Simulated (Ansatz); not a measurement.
# SiC (P6_3mc), generalised stacking fault

Theory: Ansatz, DFT r2SCAN, scalar-relativistic, plane waves, PAW. The runs took a 500 eV cutoff, a Γ-centred 7×5×2 mesh and Gaussian smearing (0.05 eV). No spin polarisation. Energies are free energies at this smearing, counted from the undisturbed cell; pressure is positive in compression.

The starting cell (relaxed at this level):

```yaml
crystal:
  lattice:
    - [1.53760, -2.66320, 0.00000]
    - [0.00000, 0.00000, -5.04817]
    - [9.22559, 5.32639, 0.00000]
  atoms:
    - { symbol: Si, position: [0.50000, 0.99540, 0.83333] }
    - { symbol: Si, position: [0.00000, 0.99540, 0.08333] }
    - { symbol: Si, position: [0.50000, 0.99540, 0.33333] }
    - { symbol: Si, position: [0.00000, 0.99540, 0.58333] }
    - { symbol: Si, position: [0.00000, 0.49540, 0.91667] }
    - { symbol: Si, position: [0.50000, 0.49540, 0.16667] }
    - { symbol: Si, position: [0.00000, 0.49540, 0.41667] }
    - { symbol: Si, position: [0.50000, 0.49540, 0.66667] }
    - { symbol: C, position: [0.50000, 0.61960, 0.83333] }
    - { symbol: C, position: [0.00000, 0.61960, 0.08333] }
    - { symbol: C, position: [0.50000, 0.61960, 0.33333] }
    - { symbol: C, position: [0.00000, 0.61960, 0.58333] }
    - { symbol: C, position: [0.00000, 0.11960, 0.91667] }
    - { symbol: C, position: [0.50000, 0.11960, 0.16667] }
    - { symbol: C, position: [0.00000, 0.11960, 0.41667] }
    - { symbol: C, position: [0.50000, 0.11960, 0.66667] }
```

The cut lies on the cell's a–b face, a (1 0 0) plane (indices in the standard cell, whose axes needn't be the Cartesian ones shown) of area 15.52 Å², between layers 1.78 Å apart. Vector c is tilted by f times 1·a + 0·b (length 3.075 Å) with the atoms' Cartesian places fixed: one unrelaxed fault a cell.

```csv
f,γ (mJ/m²),"shear traction, the slope of γ along the slip (GPa)",gap on the mesh (eV)
0.0000,0,0.0,2.74
0.1000,337,21.8,2.53
0.2000,1307,40.3,2.00
0.3000,2693,46.9,1.32
0.4000,?,?,1.18
0.5000,4470,0.0,1.26
```

By symmetry 0.6000 repeats 0.4000, 0.8000 repeats 0.2000, 0.7000 repeats 0.3000, 0.9000 repeats 0.1000 in energy, with the opposite slope along the path.

**Question.** Give the withheld values.

**Answer.** γ (mJ/m²) at f = 0.4000: 3962; shear traction, the slope of γ along the slip (GPa) at f = 0.4000: 31.7.

Cost: 6 runs of about 3.8 core-minutes in all, on Arm Neoverse V2 (shared hosts).